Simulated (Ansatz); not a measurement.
**PtSe2: do energies and stresses tell the same story?**

Level of theory: DFT PBEsol, scalar-relativistic, plane waves, PAW in Ansatz.

Plane waves to 420 eV, a k mesh through Γ of 12×12×8 on the computed 3-atom cell and Gaussian smearing (0.10 eV); no spin polarisation.

Relaxed cell: P-3m1, a = 3.761 Å, b = 3.761 Å, c = 4.863 Å, α = 90.00°, β = 90.00°, γ = 120.00°, 3 atoms in the primitive cell.

Energies at zero smearing and pressures from the stress tensor, at volumes with shape and atoms relaxed:
```
V (Å³/atom) E − E(first) (meV/atom) P (GPa)
     18.664                     0.00     4.28
     19.260                   -11.09     1.71
     19.856                   -14.06    -0.02
     20.451                   -11.80    -1.12
     21.047                    -7.08    -1.56
```

Question: Check P = −dE/dV between neighbouring volumes, and get the bulk modulus from the pressures alone.

Answer: With 1 eV/Å³ = 160.2 GPa:
```json
{"middle V (Å³/atom)": "18.962", "−ΔE/ΔV (GPa)": "2.983", "mean P (GPa)": "2.995"}
{"middle V (Å³/atom)": "19.558", "−ΔE/ΔV (GPa)": "0.799", "mean P (GPa)": "0.846"}
{"middle V (Å³/atom)": "20.154", "−ΔE/ΔV (GPa)": "-0.607", "mean P (GPa)": "-0.571"}
{"middle V (Å³/atom)": "20.749", "−ΔE/ΔV (GPa)": "-1.270", "mean P (GPa)": "-1.340"}
```

The two differ by 0.07 GPa at most. The mean of two end pressures misses the average over a step by about ΔV² P″/12, up to 0.08 GPa here; with that taken off 0.13 GPa remains, from the smearing term (the stress is the derivative of the free energy), the finite cutoff, the mesh or the relaxation's tolerance. Around V = 19.856 Å³/atom, the two neighbours give B = −V ΔP/ΔV = 19.856 × 2.83 / 1.191 = 47.2 GPa, against B0 = 45.3 GPa from the Birch–Murnaghan fit of the energies, which describes these points poorly (B0' = 17.4).

Spin–orbit coupling is left out, which can shift energies with elements as heavy as these.